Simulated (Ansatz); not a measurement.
# Te2Mo (2H monolayer): spin-orbit coupling beyond the local functionals

How far does spin-orbit coupling move the gap of Te2Mo (2H monolayer)?

Program: Ansatz 0.2.0. Level of theory: density functionals with and without spin-orbit coupling, plane waves, PAW. Results are calculated unless marked as measured.

**What was measured.**

- Gap 1.352 ± 0.003 eV: free-particle direct gap at K; magneto-absorption of Rydberg excitons; 4 K; monolayer (exfoliated monolayer encapsulated in hBN; kappa assumed 4.4) (“Revealing exciton masses and dielectric properties of monolayer semiconductors with high magnetic fields”, 2019, pmc:6744484).

- Gap 1.175 eV: optical gap, A:1s exciton energy at zero field; optical transmission; 4 K; monolayer (exfoliated monolayer encapsulated in hBN) (“Revealing exciton masses and dielectric properties of monolayer semiconductors with high magnetic fields”, 2019, pmc:6744484).

- Gap 1.9 eV: quasiparticle gap from dI/dV spectrum; scanning tunneling spectroscopy; 9 K; monolayer (MBE-grown monolayer on HOPG, 1H domain) on HOPG (“Electronic Janus lattice and kagome-like bands in coloring-triangular MoTe2 monolayers”, 2023, pmc:10562484).

- Gap 1.1 eV: direct optical gap (A exciton) from PL; photoluminescence; 300 K; monolayer (exfoliated monolayer on 90 nm SiO2/Si) on SiO2/Si (“Direct versus indirect band gap emission and exciton-exciton annihilation in atomically thin molybdenum ditelluride (MoTe2)”, 2016, arxiv:1602.03071).

**1. Starting point**

The cell holds 3 atoms: 1 Mo and 2 Te. Its edges and angles: a = 3.555 Å, b = 3.555 Å, c = 31.534 Å, α = 90.0°, β = 90.0°, γ = 120.0°. Vacuum lies along c.

The structure was relaxed with PBE. The runs that relaxed it are not among those shown. Spin-orbit coupling is left out unless a step names it. The default PAW set here is soft_2. Its files were made with PBE. The Coulomb interaction is cut off across the vacuum.

**2. HSE06, 6×6×1 mesh**

This step: DFT, HSE06, plane waves, PAW.

The input, input.yaml:

```yaml
crystal:
  lattice:
    - [3.5550790444, 0.0, 0.0]
    - [-1.7775395222, 3.0787887649, 0.0]
    - [0.0, 0.0, 31.5341825584]
  atoms:
    - { symbol: Mo, position: [0.3333333333, 0.6666666667, 0.2854045759] }
    - { symbol: Te, position: [0.6666666667, 0.3333333333, 0.3427368186] }
    - { symbol: Te, position: [0.6666666667, 0.3333333333, 0.2280723333] }
  periodic: [true, true, false]
kpoints:
  mp_grid: { grid: [6, 6, 1] }
  band_path:
    path: [[0.0, 0.0, 0.0], [0.5, 0.0, 0.0], [0.3333333333, 0.3333333333, 0.0]]
    npoints: 1
hamiltonian:
  xc: hse06
scf:
  occupations: { method: fixed }
  n_extra_bands: 5
output:
  eigenvalues: true
```

The run is started by

```sh
> ansatz run input.yaml --threads 2 --pin off --max-ram 92160MiB --backend cuda --events-out ev --progress --plain --runs-dir out --devices 1 --max-vram 13GiB  # rebuilt from the run's record
```

Numbers of over 12 decimals in the logs are rounded to 6 here.

The program printed:

```text
scf.n_extra_bands = 5 over 23 filled bands (N_el = 46.0): the run solves 28 bands
GPUs: using 1 of 1 available (devices: 1).
Engine: ansatz 0.2.0, x86_64-unknown-linux-gnu
Pseudopotentials: kind: paw
Pseudopotential: Mo, paw, valence charge 14, recommended cutoff 420 eV (normal), Mo.paw.azcp
Pseudopotential: Te, paw, valence charge 16, recommended cutoff 420 eV (normal), Te.paw.azcp
Functional definition: HSE06
  parameter a = 0.25
  parameter omega = 0.11/bohr
  exchange = pbe_x - a*pbe_x_sr(omega) + a*exact_x_sr(omega)
  correlation = pbe_c
davidson cushion auto → on  (no smearing: the cushion is to keep the highest requested band from converging to the state above it; pin scf.eigensolver.cushion to override)
device memory: the entry about to start is reckoned to put 2.1 GiB on a device that reports 57.7 GiB free (of which the cap on the GPU budget leaves the run 13.0 GiB)
GPU FFT provider: cuFFT
GPU libraries: cuBLAS 13.8.2, cuFFT 12.4.0, cuSOLVER 12.3.4
Crystal: 3 atoms, lattice volume = 345.152 Å³
Basis set: ecut = 420 eV, 6639 PW (Γ)
Bands: 28, of which v1, the nominal top of the filled ones, is band 23 counted from 1 (22 counted from 0)
Symmetry: 12 space group operations
Space group: P-6m2 (ITA 187), of the structure as read, at distance tolerance 7.0e-5 Å
k-points: 7 of 36 (time reversal used)
Non-local potential: Mo, projectors of the file, l = 0: 3, l = 1: 2, l = 2: 2, l = 3: 1
Non-local potential: Te, projectors of the file, l = 0: 2, l = 1: 2, l = 2: 2, l = 3: 2
PAW form: soft (Blöchl's): semilocal exchange-correlation on the pseudo side does not see the compensation charge
PAW frozen core: Mo, regenerated for the run's functional, and the local potential with it (the file was generated under x = pbe(κ = 0.804, μ = 0.219515), c = pbe(β = 0.066725))
PAW frozen core: Te, regenerated for the run's functional, and the local potential with it (the file was generated under x = pbe(κ = 0.804, μ = 0.219515), c = pbe(β = 0.066725))
PAW one-centre angular grid: Mo, 590 points (default); XC on 64 Gauss nodes
PAW one-centre angular grid: Te, 590 points (default); XC on 64 Gauss nodes
Initial density: superposition of atomic densities (neutral atoms: chi_scale 0, normalization atom), corrected by the library's trained network
Initial wavefunctions: pseudopotential atomic-orbital guess
GPU buffer pool allocated for 124416 grid points (all kernels)
GPU transforms: local potential and band sums: pruned to the plane-wave sphere, on 24×24×216
Functional: x = pbe(κ = 0.804, μ = 0.219515), c = pbe(β = 0.066725), warm-up for x = pbe(κ = 0.804, μ = 0.219515) + 0.25 (exact − pbe) at short range (hse, ω = 0.207870 Å⁻¹), c = pbe(β = 0.066725); HSE06 as pw.x's `hse` composes it (authors' and Libxc's form: `xc: wpbeh`)
[...]
Frozen-core exchange: fock
SCF iter   1: F=—  HF=-18927.540402 eV  |F-HF|=—  |Δ(HF+E_count)|=         —  Δρ=1.70e-5  dr2=8.62e-7  ethr=1.29e-6  ⟨swp⟩=2.4  Hψ=437  notcnv=0
preconditioner: auto → none  [insulator: Δε(μ)=1.494 eV  Ē_g=8.250 eV  n_scr=18 (ndim 8)  ℏωp=8.5 eV  f_vac=0.753]
SCF iter   2: F=—  HF=-18927.540403 eV  |F-HF|=—  |Δ(HF+E_count)|=   1.18e-6  Δρ=1.50e-5  dr2=1.36e-6  ethr=1.68e-9  ⟨swp⟩=5.1  Hψ=762  notcnv=0  defer=1
SCF iter   3: F=—  HF=-18927.540403 eV  |F-HF|=—  |Δ(HF+E_count)|=   5.06e-7  Δρ=1.69e-5  dr2=4.01e-6  ethr=1.68e-9  ⟨swp⟩=4.3  Hψ=564  notcnv=0  defer=1  recentre
iter 4 solved again at ethr=4.27e-11 eV; its pass at ethr=1.68e-9 eV (dr2=1.97e-8 eV) is discarded
SCF iter   4: F=-18927.540403 eV  HF=-18927.540403 eV  |F-HF|=1.65e-8  |Δ(HF+E_count)|=   6.60e-7  Δρ=3.39e-6  dr2=2.33e-8  ethr=4.27e-11  ⟨swp⟩=3.3  Hψ=998  notcnv=0
SCF 3 converged in 4 iterations: F = -18927.540403 eV  dr2 = 2.33e-8
hybrid outer 2: dexx = +8.423e-7 eV, tail = 7.75e-8 eV, Δε = 4.86e-3 eV (about 2.88e-4 eV left of the loop's levels)
device memory: the entry about to start is reckoned to put 1.1 GiB on a device that reports 54.2 GiB free (of which the cap on the GPU budget leaves the run 13.0 GiB)
NSCF: frozen V_eff on 3 k-points
hybrid SCF converged: 2 outer / 12 inner (+5 warm-up), last move |dexx| = 8.42e-7 eV, tail = 7.75e-8 eV
Stability not checked: this state was not tested for a lower state beside it, because the functional holds exact exchange (a hybrid, or Hartree-Fock), whose exchange loop this test does not read (fock_operator; see scf.lower_state_search)
Free energy (F): -18927.540403 eV
Frozen-core exchange: fock
Harris-Foulkes:  -18927.540403 eV  (|F-HF|=1.65e-8)
Internal energy: -18927.540403 eV  (E = F + TS)
E sigma→0 (E₀):  -18927.540403 eV
Fermi energy:    -5.195741 eV
--- Per-component energies (eV) ---
  E_band       = -1459.191394
  E_kinetic    = 800.521262
  E_local      = -109080.449176  (includes V_loc(G=0)·N_el)
  E_nonlocal   = -481.108837
  E_hartree    = 54368.871951
  E_xc         = -347.199163
  E_vxc        = -349.309709  (∫ρ·V_xc dr)
  E_exx        = -132.147563  (= α·E_x^exact, valence–valence)
  E_paw        = -12489.684756  (= ΣΔE_a)
  E_vpaw       = -822.300380  (= ΣTr[D̂ρ^β])
  E_aug_tail   = -0.000330  (compensation charges beyond the density's cutoff)
  E_ewald      = 48434.456874
  E_core_change = -0.800663  (= ΣΔE_core)
  E_smearing   = -0.000000  (= −TS)
  E_closure    = -0.000000  (closes the sum)
  Σ components = -18927.540403   (vs F -18927.540403, Δ=0.00e0)
--- Band table (eV; the first three rows and the last of 7) ---
  k-point 0: bands = [... 19 lower, -7.1576, -6.2180, -6.2180, -5.7297, -1.5746, -1.5746, -1.2589, -1.2589, ... 1 higher]
  k-point 1: bands = [... 19 lower, -6.8116, -6.7128, -6.1976, -5.8454, -2.7272, -2.4931, -2.0072, -1.2665, ... 1 higher]
  k-point 2: bands = [... 19 lower, -7.4891, -6.8941, -6.2968, -6.0471, -3.2409, -3.0062, -1.9808, -0.9445, ... 1 higher]
  k-point 6: bands = [... 19 lower, -8.5458, -8.4983, -7.2383, -5.1957, -3.7023, -2.8045, -2.0882, -0.4197, ... 1 higher]
  the weakly bound empty levels are not read free of the cell's end (exact_exchange)
```

Wall time 29 s (1 × NVIDIA H100 80GB HBM3 (shared by 6 runs) with 2 threads of AMD EPYC 7R13 (Zen 3), shared host); peak memory 1.7 GiB; 26 s of CPU time.

This step gave:

| Property | Result |
| --- | --- |
| gap | 1.493 eV |
| valence top at | K |
| conduction bottom at | K |
| least direct gap | 1.493 eV |
| exact-exchange fraction | 0.25 |

The gap is direct, at (0.333, 0.333, 0.000).

**3. HSE06+SOC, 6×6×1 mesh**

Spin-orbit coupling can split or shift the edges; a non-collinear run measures by how much.

This step: DFT, HSE06 with spin-orbit coupling, plane waves, PAW.

input.yaml, as its differences from that of step 2:

```diff
@@ -19,3 +19,6 @@
   occupations: { method: fixed }
-  n_extra_bands: 5
+  n_extra_bands: 10
+magnetization:
+  noncollinear: true
+  spin_orbit: true
 output:
```

The program printed:

```text
[...]
GPUs: using 1 of 1 available (devices: 1).
[...]
non-collinear run that drives no moment, with spin-orbit: no starting moment large enough to seed its density (crystal.atoms[].spin), no starting occupations that ask for one, no magnetisation constraint and no magnetic field, so the semilocal B_xc is pinned to zero
[...]
GPU FFT provider: cuFFT
GPU libraries: cuBLAS 13.8.2, cuFFT 12.4.0, cuSOLVER 12.3.4
Crystal: 3 atoms, lattice volume = 345.152 Å³
Basis set: ecut = 420 eV, 6639 PW (Γ)
Bands: 56, of which v1, the nominal top of the filled ones, is band 46 counted from 1 (45 counted from 0)
Symmetry: 12 space group operations + 12 with time reversal
[...]
k-points: 7 of 36 (time reversal used)
Projection manifold: j_resolved (fully-relativistic pseudo-atomic orbitals)
[...]
GPU buffer pool allocated for 124416 grid points (all kernels)
[...]
SCF iter   7: F=-18923.322086 eV  HF=-18923.322086 eV  |F-HF|=5.05e-8  |Δ(HF+E_count)|=   5.14e-5  Δρ=5.84e-5  dr2=5.76e-6  dr2_m=0.00e0 (ungated)  ethr=2.77e-7  |M|=0.00e0 ∫|m|=0.00e0 μB  |m|>n=0.0e0 m-floor=0.0e0 τ_xc=0.0e0  ⟨swp⟩=4.9  Hψ=1228  notcnv=0  defer=5
SCF 1 stopped early in 7 iterations: F = -18923.322086 eV  dr2 = 5.76e-6
[...]
GPU FFT provider: cuFFT
GPU libraries: cuBLAS 13.8.2, cuFFT 12.4.0, cuSOLVER 12.3.4
Projection manifold: j_resolved (fully-relativistic pseudo-atomic orbitals)
[...]
GPU buffer pool allocated for 124416 grid points (all kernels)
[...]
Frozen-core exchange: fock
SCF iter   1: F=—  HF=-18922.358785 eV  |F-HF|=—  |Δ(HF+E_count)|=         —  Δρ=5.04e-3  dr2=2.06e-1  dr2_m=0.00e0 (ungated)  ethr=1.25e-7  |M|=0.00e0 ∫|m|=0.00e0 μB  |m|>n=0.0e0 m-floor=0.0e0 τ_xc=0.0e0  β_m=0.30  ⟨swp⟩=13.1  Hψ=2450  notcnv=0
[...]
SCF iter   7: F=-18922.334971 eV  HF=-18922.334971 eV  |F-HF|=4.33e-8  |Δ(HF+E_count)|=   1.35e-5  Δρ=5.94e-6  dr2=1.61e-6  dr2_m=0.00e0 (ungated)  ethr=1.33e-9  |M|=0.00e0 ∫|m|=0.00e0 μB  |m|>n=0.0e0 m-floor=0.0e0 τ_xc=0.0e0  ⟨swp⟩=5.0  Hψ=1514  notcnv=0
SCF 2 stopped early in 7 iterations: F = -18922.334971 eV  dr2 = 1.61e-6
hybrid outer 1: dexx = +8.739e-3 eV, tail = 1.11e-4 eV
GPU FFT provider: cuFFT
GPU libraries: cuBLAS 13.8.2, cuFFT 12.4.0, cuSOLVER 12.3.4
Projection manifold: j_resolved (fully-relativistic pseudo-atomic orbitals)
GPU buffer pool allocated for 124416 grid points (all kernels)
[...]
Frozen-core exchange: fock
SCF iter   1: F=—  HF=-18922.335082 eV  |F-HF|=—  |Δ(HF+E_count)|=         —  Δρ=2.73e-5  dr2=4.09e-6  dr2_m=0.00e0 (ungated)  ethr=1.21e-6  |M|=0.00e0 ∫|m|=0.00e0 μB  |m|>n=0.0e0 m-floor=0.0e0 τ_xc=0.0e0  β_m=0.30  ⟨swp⟩=2.4  Hψ=874  notcnv=0
[...]
SCF iter   4: F=-18922.335083 eV  HF=-18922.335083 eV  |F-HF|=3.03e-8  |Δ(HF+E_count)|=   8.00e-7  Δρ=4.07e-6  dr2=6.13e-8  dr2_m=0.00e0 (ungated)  ethr=1.90e-10  |M|=0.00e0 ∫|m|=0.00e0 μB  |m|>n=0.0e0 m-floor=0.0e0 τ_xc=0.0e0  ⟨swp⟩=5.0  Hψ=1311  notcnv=0  defer=2
SCF 3 converged in 4 iterations: F = -18922.335083 eV  dr2 = 6.13e-8
[...]
NSCF: frozen V_eff on 3 k-points
[...]
Magnetization: |M| = 0.0000 μB,  M = (+0.0000, +0.0000, +0.0000) μB
Absolute magnetization: 0.0000 μB (∫|m|)
  site 0: m = (+0.0000, +0.0000, +0.0000) μB, |m| = 0.0000 μB  (R = 1.13 Å)
  site 1: m = (+0.0000, +0.0000, +0.0000) μB, |m| = 0.0000 μB  (R = 1.13 Å)
  site 2: m = (+0.0000, +0.0000, +0.0000) μB, |m| = 0.0000 μB  (R = 1.13 Å)
Free energy (F): -18922.335083 eV
Frozen-core exchange: fock
[...]
Internal energy: -18922.335083 eV  (E = F + TS)
E sigma→0 (E₀):  -18922.335083 eV
Fermi energy:    -5.002288 eV
[...]
--- Band table (eV; the first three rows and the last of 7) ---
  k-point 0: bands = [... 42 lower, -6.0497, -6.0497, -5.6569, -5.6569, -1.9278, -1.9278, -1.5549, -1.5549, ... 6 higher]
  k-point 1: bands = [... 42 lower, -6.1630, -6.1630, -5.7803, -5.7803, -2.7395, -2.7395, -2.5060, -2.5060, ... 6 higher]
  k-point 2: bands = [... 42 lower, -6.2962, -6.2962, -5.9670, -5.9670, -3.2205, -3.2205, -2.9995, -2.9995, ... 6 higher]
  k-point 6: bands = [... 42 lower, -7.2452, -7.2077, -5.3383, -5.0023, -3.7281, -3.6598, -2.8123, -2.7435, ... 6 higher]
  the weakly bound empty levels are not read free of the cell's end (exact_exchange)
```

The job ended after 64 s (1 × NVIDIA H100 80GB HBM3 (shared by 6 runs) with 2 threads; peak memory 2.4 GiB; 80 s of CPU time).

This step gave:

```yaml
gap: 1.274 eV
valence_top_at: K
conduction_bottom_at: K
least_direct_gap: 1.274 eV
exact_exchange_fraction: 0.25
```

The gap stands −0.22 eV against HSE06.

**4. Together**

Times are wall times on 1 × NVIDIA H100 80GB HBM3 (shared by 6 runs) with 2 threads of AMD EPYC 7R13 (Zen 3), shared host, good to a factor of about two.

```
level  gap (eV)  with coupling (eV)  change (eV)  time  with coupling
HSE06      1.49                1.27        −0.22  29 s           64 s
```

**5. Summary of results**

```yaml
hse06: 1.49 eV
hse06_soc: 1.27 eV
```

Spin-orbit coupling changes the gap by −0.22 eV and the least direct gap by −0.22 eV. Against experiment, by HSE06+SOC: the direct gap of 1.27 eV lies −0.08 eV from the measured 1.352 ± 0.003 eV (electronic, 4 K, encapsulated, 2019); the direct gap of 1.27 eV lies +0.10 eV from the measured 1.175 eV (exciton, 4 K, encapsulated, 2019); the gap of 1.27 eV lies −0.63 eV from the measured 1.9 eV (electronic, 9 K, on HOPG, 2023); the direct gap of 1.27 eV lies +0.17 eV from the measured 1.1 eV (exciton, 300 K, on SiO2/Si, 2016). An exciton line or allowed optical edge lies below the quasiparticle gap by the binding energy; a forbidden edge can push the onset above it. The computed sheet is free-standing; a substrate or cover screens it further and lowers both gap and binding, while the exciton line moves little. The lattice is static and excitons are left out.

[Paths, hosts, dates, memory and timing lines, banners, echoed tables and standing remarks are left out of the program output.]

[Logs are printed without paths, hosts, clocks, repeated set-up lines and the standing remarks that a program may print on its own settings, such as how far it seeks lower states.]

[Runs of the session that timed out or met a known fault of the program may be left out.]

[Cells called generated may have been cut or substituted from an entry of the Crystallography Open Database or the Materials Project.]

[Hosts, paths, dates, database ids (printed as entryN), source tags and the programs' standing remarks are cut or masked in the printed files.]
